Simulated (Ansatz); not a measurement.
Wanted: the native input for an Ansatz 0.2.0 run.

```yaml
Task: relaxation of cell and atoms
Functional: PBE
Potentials_or_basis: all-electron LAPW, scalar-relativistic
Basis_error_allowed: 0.001 eV/atom
k_mesh: 8 × 8 × 8
Occupations: fermi-dirac, width 0.05 eV
Spin: no spin polarisation
```

The system is GaSb.

```
CELL_PARAMETERS angstrom
0.00000 3.05900 3.05900
3.05900 0.00000 3.05900
3.05900 3.05900 0.00000
ATOMIC_POSITIONS crystal
Sb 0.75000 0.75000 0.75000
Ga 0.00000 0.00000 0.00000
```

These files were run (other wordings do the same):

input.yaml

```yaml
crystal:
  lattice:
    - [0.0, 3.059, 3.059]
    - [3.059, 0.0, 3.059]
    - [3.059, 3.059, 0.0]
  atoms:
    - { symbol: Sb, position: [0.75, 0.75, 0.75] }
    - { symbol: Ga, position: [0.0, 0.0, 0.0] }
kpoints:
  mp_grid: { grid: [8, 8, 8] }
scf:
  occupations: { method: fermi_dirac, width: 0.05 }
hamiltonian:
  xc: pbe
  pseudopotentials: { kind: all_electron, lapw: { basis_error: 0.001 } }
output:
  forces: true
  stress: true
relax:
  f_tol: 0.01
  max_steps: 60
  cell: {}
```

Potentials or basis: all-electron LAPW, scalar-relativistic.

The run is started by

```bash
$ ansatz run input.yaml --threads 1 --pin off --max-ram 3072MiB --backend cpu --events-out ev --progress --plain --runs-dir out
```

Results of the run:

```yaml
Relaxed_volume: 30.03 Å³/atom
Relaxed_cell: a = 4.396 Å, b = 4.396 Å, c = 4.396 Å, α = 60.00°, β = 60.00°, γ = 60.00°
Space_group_after_relaxing_to_0.05_Å: F-43m (No. 216)
Energy_gained_by_relaxing: 9.7 meV/atom
Ionic_steps: 4
Pressure_after_relaxing: 0.0 GPa
```

Run time: 41 s on 1 thread of Arm Neoverse V2, with other jobs on the host, peak memory 0.33 GiB.
